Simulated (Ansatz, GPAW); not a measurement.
**Cu: programs and potentials compared**

```xyz
1
Lattice="0.0000 1.8075 1.8075 1.8075 0.0000 1.8075 1.8075 1.8075 0.0000" Properties=species:S:1:pos:R:3 pbc="T T T"
Cu    0.0000    0.0000    0.0000
```

Alike in all runs: task band structure; functional RPBE; k mesh 13 × 13 × 13; occupations fermi-dirac, width 0.05 eV; no spin polarisation; no spin-orbit coupling. Pressure is positive in compression and, in plane waves, holds the error of the finite cutoff, which Ansatz's Pulay term estimates and takes out.

| program and potentials | plane-wave cutoff (eV) | notes | pressure (GPa) |
| --- | --- | --- | --- |
| Ansatz, Ansatz PAW | 420 | potentials made for PBE, which Ansatz adapts in part; 19 valence electrons an atom on average; Pulay term of +0.16 GPa included | 6.59 |
| GPAW, the program's PAW data sets (release 1.2.1) made for this functional | 600 | 11 valence electrons an atom on average | 8.31 |
| Ansatz, all-electron LAPW, scalar-relativistic | - | - | 6.56 |

The pressure spans 6.56 (Ansatz, all-electron LAPW, scalar-relativistic) to 8.31 GPa (GPAW, the program's PAW data sets (release 1.2.1) made for this functional), with all-electron results at 6.56. Some sets were made for another functional than the one run, which can shift their rows.

The functional is the same throughout but for its coding, so the spread measures potentials, basis and numerics; runs on potential files found faulty are left out.
